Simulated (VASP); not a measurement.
# From an Ansatz input to VASP: SiC (ordered alloy on diamond lattice)

Ansatz input

```yaml
crystal:
  lattice:
    - [1.5415877826, 0.8900361213, 5.3212273214]
    - [-1.5415877826, 0.8900361213, 5.3212273214]
    - [0.0, -1.7800722426, 5.3212273214]
  atoms:
    - { symbol: C, position: [0.4491910688, 0.4491910688, 0.4491910688] }
    - { symbol: Si, position: [0.9254740595, 0.9254740595, 0.9254740595] }
    - { symbol: Si, position: [0.0745259405, 0.0745259405, 0.0745259405] }
    - { symbol: C, position: [0.5508089312, 0.5508089312, 0.5508089312] }
kpoints:
  mp_grid: { grid: [10, 10, 10] }
  band_path:
    path:
      - [[0.0, 0.0, 0.0], [0.5, 0.0, 0.0], [0.5, 0.1853175919, -0.1853175919]]
      - [[0.8146824081, 0.5, 0.1853175919], [0.5, 0.5, 0.5], [0.0, 0.0, 0.0], [0.342658796, 0.0, -0.342658796]]
      - [[0.657341204, 0.342658796, 0.0], [0.5, 0.5, 0.0], [0.657341204, 0.657341204, 0.1853175919], [0.5, 0.5, 0.5]]
      - [[0.5, 0.0, 0.0], [0.8146824081, 0.342658796, 0.342658796]]
    npoints: 10
hamiltonian:
  xc: pbe
scf:
  occupations: { method: fermi_dirac, width: 0.02 }
  n_extra_bands: 5
output:
  forces: true
  stress: true
  eigenvalues: true
```

Question: Which VASP files do the same job?

Answer: 

INCAR

```
LCHARG = .FALSE.
ISIF = 2
IBRION = -1
EDIFF = 1E-7
LREAL = .FALSE.
NELM = 120
GGA = PE
ENCUT = 520
SIGMA = 0.02
LASPH = .TRUE.
LWAVE = .FALSE.
ISMEAR = -1
PREC = Accurate
NSW = 0
NBANDS = 16
```

KPOINTS

```
KPOINTS created by Atomic Simulation Environment
0
Gamma
10 10 10
0 0 0
```

KPOINTS_OPT

```
special points
10
Reciprocal
0.0000000000 0.0000000000 0.0000000000 1
0.5000000000 0.0000000000 0.0000000000 1
0.5000000000 0.1853175919 -0.1853175919 1
0.8146824081 0.5000000000 0.1853175919 1
0.5000000000 0.5000000000 0.5000000000 1
0.3426587960 0.0000000000 -0.3426587960 1
0.6573412040 0.3426587960 0.0000000000 1
0.5000000000 0.5000000000 0.0000000000 1
0.6573412040 0.6573412040 0.1853175919 1
0.8146824081 0.3426587960 0.3426587960 1
```

POSCAR

```
C  Si
 1.0000000000000000
     1.5415877826110078    0.8900361212533012    5.3212273213654262
    -1.5415877826110078    0.8900361212533012    5.3212273213654262
    -0.0000000000000000   -1.7800722425564093    5.3212273213570960
 C   Si
   2   2
Cartesian
  0.0000000000000001 -0.0000000000223728  7.1707433633570190
 -0.0000000000000001 -0.0000000000274342  8.7929386007309294
 -0.0000000000000001 -0.0000000000460952 14.7739735521944997
  0.0000000000000000 -0.0000000000037119  1.1897084118934480
```

VASP ran with the recommended PBE PAW datasets (16 valence electrons in the cell). Other inputs would serve too.

```tsv
	Ansatz	VASP
gap between bands v and c	0.49 eV	0.49 eV
least direct gap	1.81 eV	1.81 eV
pressure	2.6 GPa	2.5 GPa
largest force	0.25 eV/Å	0.23 eV/Å
```

Datasets and cutoffs are each program's own. VASP's cell holds 16 valence electrons and Ansatz's 16. Ansatz's stress includes a Pulay correction; VASP's doesn't. Ansatz solved a whole band path, VASP its corner points and band edges.
